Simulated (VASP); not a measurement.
# KBr (Fm-3m) in VASP: settings compared

Aim: see how the results for KBr move with the level of theory and the settings. Levels: PBE, PBE+D3(BJ). Tasks: single point, relaxation of cell and atoms.

Program: VASP 6.6.1. These are calculated values, not measurements. Logs are shortened: lines on timing, memory, paths and dates and some standing lists are left out, and cuts for length are marked.

## 1. Starting point

The structure is cubic, space group Fm-3m (No. 225). Conventional cell: a = 6.705 Å, b = 6.705 Å, c = 6.705 Å, α = 90.00°, β = 90.00°, γ = 90.00°. Around K (site symmetry m-3m) lie 6 Br at 3.35 Å. Br (site symmetry m-3m) is surrounded by 6 K at 3.35 Å.

The cell was built by a generator and needn't be a form met in nature.

## 2. Single point, PBE

INCAR

```
PREC = Accurate
ENCUT = 520
EDIFF = 1E-6
ISMEAR = -1
SIGMA = 0.1
LREAL = F
LASPH = T
NELM = 60
ALGO = Fast
ISIF = 2
LWAVE = F
LCHARG = F
GGA = PE
NBANDS = 15
```

KPOINTS

```
Automatic mesh
0
Gamma
  5 5 5
```

POSCAR

```
KBr
1.0
    0.0000000000      3.3522560287      3.3522560287
    3.3522560287      0.0000000000      3.3522560287
    3.3522560287      3.3522560287      0.0000000000
K Br
1 1
Direct
    0.0000000000      0.0000000000      0.0000000000
    0.5000000000      0.5000000000      0.5000000000
```

Potentials or basis: VASP PAW PBE potentials, release 64 (K_sv, Br).

Run with:

```sh
cat potpaw_PBE.64/K_sv/POTCAR potpaw_PBE.64/Br/POTCAR > POTCAR
mpirun -np 1 vasp_std > vasp.out
```

OUTCAR:

```text
PREC = Accurate
   ENCUT = 520
   EDIFF = 1E-6
   ISMEAR = -1
   LREAL = F
   LASPH = T
   NELM = 60
   ISIF = 2
   GGA = PE

 ion  position               nearest neighbor table
   1  0.000  0.000  0.000-
   2  0.500  0.500  0.500-

  LATTYP: Found a face centered cubic cell.
 ALAT       =     6.7045120574

  Lattice vectors:

 A1 = (   0.0000000000,   3.3522560287,   3.3522560287)
 A2 = (   3.3522560287,   0.0000000000,   3.3522560287)
 A3 = (   3.3522560287,   3.3522560287,   0.0000000000)

Analysis of symmetry for initial positions (statically):
=====================================================================
 Subroutine PRICEL returns:
 Original cell was already a primitive cell.

 Routine SETGRP: Setting up the symmetry group for a
 face centered cubic supercell.

 Subroutine GETGRP returns: Found 48 space group operations
 (whereof 48 operations were pure point group operations)
 out of a pool of 48 trial point group operations.

The static configuration has the point symmetry O_h .

Analysis of symmetry for dynamics (positions and initial velocities):
=====================================================================
 Subroutine PRICEL returns:
 Original cell was already a primitive cell.

 Routine SETGRP: Setting up the symmetry group for a
 face centered cubic supercell.

 Subroutine GETGRP returns: Found 48 space group operations
 (whereof 48 operations were pure point group operations)
 out of a pool of 48 trial point group operations.

The dynamic configuration has the point symmetry O_h .

 Subroutine INISYM returns: Found 48 space group operations
 (whereof 48 operations are pure point group operations),
 and found     1 'primitive' translations

----------------------------------------------------------------------------------------

                                     Primitive cell

  volume of cell :      75.3428

  direct lattice vectors                    reciprocal lattice vectors
     0.000000000  3.352256029  3.352256029    -0.149153285  0.149153285  0.149153285
     3.352256029  0.000000000  3.352256029     0.149153285 -0.149153285  0.149153285
     3.352256029  3.352256029  0.000000000     0.149153285  0.149153285 -0.149153285

  length of vectors
     4.740805940  4.740805940  4.740805940     0.258341068  0.258341068  0.258341068

[... 72 lines left out ...]
   ISYM   =      2    0-nonsym 1-usesym 2-fastsym
   POTIM  = 0.5000    time-step for ionic-motion
   TEBEG  =    0.0;   TEEND  =   0.0 temperature during run
   PSTRESS=    0.0 pullay stress
   NELECT =      16.0000    total number of electrons
   NUPDOWN=      -1.0000    fix difference up-down
   EMIN   =  10.00;   EMAX   =-10.00  energy-range for DOS
   EFERMI =   0.00;   METHOD = LEGACY
   ISMEAR =    -1;   SIGMA  =   0.10  broadening in eV -4-tet -1-fermi 0-gaus
   EFERMI_NEDOS =   21; number of points for ismear=-14 and -15
   IALGO  =     68    algorithm
   IMIX   =      4    mixing-type and parameters
     AMIX     =   0.40;   BMIX     =  1.00
     AMIX_MAG =   1.60;   BMIX_MAG =  1.00
  volume/ion in A,a.u.               =      37.67       254.22
  Fermi-wavevector in a.u.,A,eV,Ry     =   0.976715  1.845723 12.979567  0.953971
  Thomas-Fermi vector in A             =   2.107355
   LORBIT       =      0    0 simple, 1 ext, 2 COOP (PROOUT), +10 PAW based schemes
   GGA     = PE    functional components
   LHFCALC =     F    Hartree Fock is set to
   AEXX    =    0.0000 exact exchange contribution
   IVDW    =     0    specifies the selected vdW correction
   LEPSILON=     F    determine dielectric tensor
   LRPA    =     F    only Hartree local field effects (RPA)
 non-spin polarized calculation
 RMM-DIIS sequential band-by-band and
  energy-cutoff  :      520.00
  volume of cell :       75.34
 maximum number of plane-waves:      2085
   NGX = 17   NGY = 17   NGZ = 17

 number of electron      16.0000001 magnetization

 Free energy of the ion-electron system (eV)
  ---------------------------------------------------
  ext. energy  EPLUGINS =         0.00000000
  ---------------------------------------------------
  free energy    TOTEN  =        -6.22356948 eV

  energy without entropy =       -6.22356948  energy(sigma->0) =       -6.22356948

 E-fermi :   0.3644     XC(G=0):  -7.1842

 val. band max:       -1.9206226764   @ k =   0.0000   0.0000   0.0000
 cond. band min:       2.3900509238   @ k =   0.0000   0.0000   0.0000
 fundamental gap:      4.3106736002
 Fermi energy:         0.3643711231

 k-point     1 :       0.0000    0.0000    0.0000
  band No.  band energies     occupation
      1     -29.8059      2.00000
      2     -14.1579      2.00000
      3     -13.2795      2.00000
      4     -13.2795      2.00000
      5     -13.2795      2.00000
      6      -1.9206      2.00000
      7      -1.9206      2.00000
      8      -1.9206      2.00000
      9       2.3901      0.00000
     10       5.6691      0.00000
     11       5.6691      0.00000
     12       5.6691      0.00000
     13       6.4632      0.00000
     14       6.4632      0.00000
[... 149 lines left out ...]
      2     -14.1898      2.00000
      3     -13.3209      2.00000
      4     -13.3145      2.00000
      5     -13.1797      2.00000
      6      -2.6558      2.00000
      7      -2.3640      2.00000
      8      -2.3033      2.00000
      9       5.0225      0.00000
     10       5.4880      0.00000
     11       6.3374      0.00000
     12       7.3185      0.00000
     13       8.1497      0.00000
     14       8.2674      0.00000
     15       9.0322      0.00000

------------------------ aborting loop because EDIFF is reached ----------------------------------------

  FORCE on cell =-STRESS in cart. coord.  units (eV):
  Direction    XX          YY          ZZ          XY          YZ          ZX
  --------------------------------------------------------------------------------------
  -------------------------------------------------------------------------------------
  Total        0.0163990      0.0163990      0.0163990      0.0000000     -0.0000000      0.0000000
  in kB        0.3487273      0.3487273      0.3487273      0.0000000     -0.0000000      0.0000000
  external PRESSURE =       0.3487273 kB  Pullay stress =       0.0000000 kB

 VOLUME and BASIS-vectors are now :
 -----------------------------------------------------------------------------
  energy-cutoff  :      520.00
  volume of cell :       75.34
      direct lattice vectors                 reciprocal lattice vectors
     0.000000000  3.352256029  3.352256029    -0.149153285  0.149153285  0.149153285
     3.352256029  0.000000000  3.352256029     0.149153285 -0.149153285  0.149153285
     3.352256029  3.352256029  0.000000000     0.149153285  0.149153285 -0.149153285

 POSITION                                       TOTAL-FORCE (eV/Angst)
 -----------------------------------------------------------------------------------
      0.00000      0.00000      0.00000        -0.000000      0.000000      0.000000
      3.35226      3.35226      3.35226         0.000000     -0.000000     -0.000000
 -----------------------------------------------------------------------------------
    total drift:                                0.000000      0.000000      0.000000

  FREE ENERGIE OF THE ION-ELECTRON SYSTEM (eV)
  ---------------------------------------------------
  free  energy   TOTEN  =        -6.2235694848 eV

  energy  without entropy=       -6.2235694846  energy(sigma->0) =       -6.22356948
```

OSZICAR:

```text
N       E                     dE             d eps       ncg     rms          rms(c)
DAV:   1     0.102669181502E+03    0.10267E+03   -0.68333E+03   300   0.939E+02
DAV:   2     0.341519150527E+00   -0.10233E+03   -0.92317E+02   406   0.228E+02
DAV:   3    -0.610925547204E+01   -0.64508E+01   -0.63955E+01   384   0.507E+01
DAV:   4    -0.640487348449E+01   -0.29562E+00   -0.29553E+00   480   0.926E+00
DAV:   5    -0.640773507423E+01   -0.28616E-02   -0.28616E-02   405   0.996E-01    0.288E+00
RMM:   6    -0.622422734899E+01    0.18351E+00   -0.21357E-01   360   0.173E+00    0.195E+00
RMM:   7    -0.621476284510E+01    0.94645E-02   -0.17770E-01   413   0.165E+00    0.970E-01
RMM:   8    -0.622410713970E+01   -0.93443E-02   -0.12508E-02   391   0.696E-01    0.228E-01
RMM:   9    -0.622322344429E+01    0.88370E-03   -0.26491E-03   435   0.255E-01    0.839E-02
RMM:  10    -0.622342983442E+01   -0.20639E-03   -0.87493E-04   454   0.140E-01    0.404E-02
RMM:  11    -0.622355789727E+01   -0.12806E-03   -0.29054E-04   424   0.890E-02    0.216E-02
RMM:  12    -0.622356309755E+01   -0.52003E-05   -0.11090E-04   477   0.444E-02    0.148E-02
RMM:  13    -0.622356594376E+01   -0.28462E-05   -0.42867E-05   447   0.282E-02    0.472E-03
RMM:  14    -0.622356849841E+01   -0.25546E-05   -0.14511E-05   426   0.165E-02    0.468E-03
RMM:  15    -0.622356948480E+01   -0.98639E-06   -0.59681E-06   374   0.998E-03
   1 F= -.62235695E+01 E0= -.62235695E+01  d E =-.168156E-09
```

It took 11 s on 1 thread of AMD EPYC 9R45 (Zen 5), shared host; peak memory 0.17 GiB.

Results:

| Item | Value |
| --- | --- |
| Free energy | -6.2236 eV |
| Pressure | 0.0 GPa |
| Band gap on the k mesh | 4.31 eV, direct |

Levels at points of the mesh, in eV from the valence-band top:
```csv
k point,band 6,band 7,band 8,band 9,band 10,band 11
"(0.00, 0.00, 0.00)",0.00,0.00,0.00,4.31,7.59,7.59
```

As with any semilocal functional, this PBE gap is likely too small.

## 3. Relaxation of cell and atoms, PBE

This run uses another cell than the first one, of 36.85 Å³/atom, 0.978 times its volume.

INCAR

```
SYSTEM = KBr
PREC = Accurate ; ENCUT = 600
EDIFF = 1E-6 ; ISMEAR = -1
SIGMA = 0.1 ; LREAL = .FALSE.
LASPH = .TRUE. ; NELM = 100
ALGO = Fast ; ISIF = 3
LWAVE = .FALSE. ; LCHARG = .FALSE.
GGA = PE ; IBRION = 2
NSW = 60 ; EDIFFG = -0.01
```

KPOINTS

```
regular mesh
0
G
  5 5 5
  0 0 0
```

POSCAR

```
KBr
1.0
    0.0000000000      3.3276520000      3.3276520000
    3.3276520000      0.0000000000      3.3276520000
    3.3276520000      3.3276520000      0.0000000000
K Br
1 1
Direct
    0.0000000000      0.0000000000      0.0000000000
    0.5000000000      0.5000000000      0.5000000000
```

Potentials or basis: VASP PAW PBE potentials, release 64 (K_sv, Br).

Run with:

```sh
cat potpaw_PBE.64/K_sv/POTCAR potpaw_PBE.64/Br/POTCAR > POTCAR
mpirun -np 1 vasp_std > vasp.out
```

Run time: 35 s. Hardware: 1 thread of AMD EPYC 9R45 (Zen 5), shared host; peak memory 0.21 GiB.

The run converged. Its results:

```yaml
Free_energy: -6.2236 eV
Relaxed_volume: 37.80 Å³/atom
Relaxed_cell: a = 4.746 Å, b = 4.746 Å, c = 4.746 Å, α = 60.00°, β = 60.00°, γ = 60.00°
Space_group_after_relaxing_to_0.05_Å: Fm-3m (No. 225)
Energy_gained_by_relaxing: 1.0 meV/atom
Ionic_steps: 4
Pressure_after_relaxing: 0.0 GPa
Band_gap_on_the_k_mesh: 4.30 eV, direct
```

The path:
```tsv
step	energy change (eV)	largest force (eV/Å)	pressure (GPa)	volume (Å³)
1	0.0000	0.0000	0.37	73.70
2	-0.0015	0.0000	0.18	74.60
3	-0.0020	0.0000	-0.08	76.04
4	-0.0021	0.0000	-0.01	75.60
```

Final structure:
```yaml
crystal:
  lattice:
    - [0.00000, 3.35613, 3.35613]
    - [3.35613, 0.00000, 3.35613]
    - [3.35613, 3.35613, 0.00000]
  atoms:
    - { symbol: K, position: [0.00000, 0.00000, 0.00000] }
    - { symbol: Br, position: [0.50000, 0.50000, 0.50000] }
```

Levels at points of the mesh, in eV from the valence-band top:
```tsv
k point	band 5	band 6	band 7	band 8	band 9	band 10	band 11	band 12
(0.00, 0.00, 0.00)	-11.37	0.00	0.00	0.00	4.30	7.59	7.59	7.59
```

## 4. Single point, PBE+D3(BJ)

This run uses another cell than the first one, of 35.30 Å³/atom, 0.937 times its volume.

INCAR

```
SYSTEM = KBr
PREC = Accurate ; ENCUT = 520
EDIFF = 1E-7 ; ISMEAR = -1
SIGMA = 0.1 ; LREAL = .False.
LASPH = .True. ; NELM = 60
ALGO = Fast ; ISIF = 2
LWAVE = .False. ; LCHARG = .False.
GGA = PE ; IVDW = 12
NBANDS = 15
```

KPOINTS

```
regular mesh
0
Gamma
  5 5 5
  0 0 0
```

POSCAR

```
KBr
1.0
    0.0000000000      3.2805245262      3.2805245262
    3.2805245262      0.0000000000      3.2805245262
    3.2805245262      3.2805245262      0.0000000000
K Br
1 1
Direct
    0.0000000000      0.0000000000      0.0000000000
    0.5000000000      0.5000000000      0.5000000000
```

Run with:

```sh
cat potpaw_PBE.64/K_sv/POTCAR potpaw_PBE.64/Br/POTCAR > POTCAR
mpirun -np 1 vasp_std > vasp.out
```

Run time: 14 s. Hardware: 1 thread of AMD EPYC 9R45 (Zen 5), shared host; peak memory 0.17 GiB.

Results (log left out):

| Property | Result |
| --- | --- |
| Free energy | -6.6289 eV |
| Pressure | 0.1 GPa |
| Band gap on the k mesh | 4.48 eV, direct |
| Dispersion energy per atom | -0.211 eV |

Levels at points of the mesh, in eV from the valence-band top:
```csv
k point,band 4,band 5,band 6,band 7,band 8,band 9,band 10,band 11,band 12,band 13
"(0.00, 0.00, 0.00)",-11.22,-11.22,0.00,0.00,0.00,4.48,7.61,7.61,7.61,8.44
```

## 5. Relaxation of cell and atoms, PBE+D3(BJ)

This run uses another cell than the first one, of 36.85 Å³/atom, 0.978 times its volume.

INCAR

```
PREC = Accurate ; ENCUT = 600
EDIFF = 1E-6 ; ISMEAR = -1
SIGMA = 0.1 ; LREAL = False
LASPH = True ; NELM = 80
ALGO = Normal ; ISIF = 3
LWAVE = False ; LCHARG = False
GGA = PE ; IVDW = 12
IBRION = 2 ; NSW = 60
EDIFFG = -0.01
```

KPOINTS

```
regular mesh
0
Gamma
  5 5 5
```

POSCAR

```
KBr
1.0
    0.0000000000      3.3276520000      3.3276520000
    3.3276520000      0.0000000000      3.3276520000
    3.3276520000      3.3276520000      0.0000000000
K Br
1 1
Direct
    0.0000000000      0.0000000000      0.0000000000
    0.5000000000      0.5000000000      0.5000000000
```

Run with:

```sh
cat potpaw_PBE.64/K_sv/POTCAR potpaw_PBE.64/Br/POTCAR > POTCAR
mpirun -np 1 vasp_std > vasp.out
```

It took 27 s on 1 thread of AMD EPYC 9R45 (Zen 5), shared host; peak memory 0.22 GiB.

It converged, with:

| Property | Result |
| --- | --- |
| Free energy | -6.6292 eV |
| Relaxed volume | 35.51 Å³/atom |
| Relaxed cell | a = 4.648 Å, b = 4.648 Å, c = 4.648 Å, α = 60.00°, β = 60.00°, γ = 60.00° |
| Space group after relaxing (to 0.05 Å) | Fm-3m (No. 225) |
| Energy gained by relaxing | 2.4 meV/atom |
| Ionic steps | 4 |
| Pressure after relaxing | 0.0 GPa |
| Band gap on the k mesh | 4.47 eV, direct |
| Dispersion energy per atom | -0.209 eV |

The path:
```tsv
step	energy change (eV)	largest force (eV/Å)	pressure (GPa)	volume (Å³)
1	0.0000	0.0000	-0.55	73.70
2	-0.0035	0.0000	-0.28	72.36
3	-0.0047	0.0000	-0.09	71.43
4	-0.0049	0.0000	-0.01	71.02
```

Final structure:
```
K Br
1.0
     0.00000    3.28693    3.28693
     3.28693    0.00000    3.28693
     3.28693    3.28693    0.00000
K Br
1 1
Direct
  0.00000 0.00000 0.00000
  0.50000 0.50000 0.50000
```

Levels at points of the mesh, in eV from the valence-band top:
```
           k point  band 5  band 6  band 7  band 8  band 9  band 10  band 11  band 12
(0.00, 0.00, 0.00)  -11.23    0.00    0.00    0.00    4.47     7.61     7.61     7.61
```

## 6. Overview

```tsv
task	level	cell	cutoff (eV)	gap on the mesh (eV)	pressure (GPa)	relaxed volume (Å³/atom)
single point	PBE	Fm-3m, 37.67 Å³/atom	520	4.31	0.0	-
relaxation of cell and atoms	PBE	relaxed	600	4.30	0.0	37.80
single point	PBE+D3(BJ)	Fm-3m, 35.3 Å³/atom	520	4.48	0.1	-
relaxation of cell and atoms	PBE+D3(BJ)	relaxed	600	4.47	0.0	35.51
```

Alike in all rows: potentials or basis VASP PAW PBE potentials, release 64 (K_sv, Br); no spin polarisation; k mesh 5 × 5 × 5; smearing fermi-dirac 0.1 eV.

Absolute energies hang on the potentials; compare differences alone.
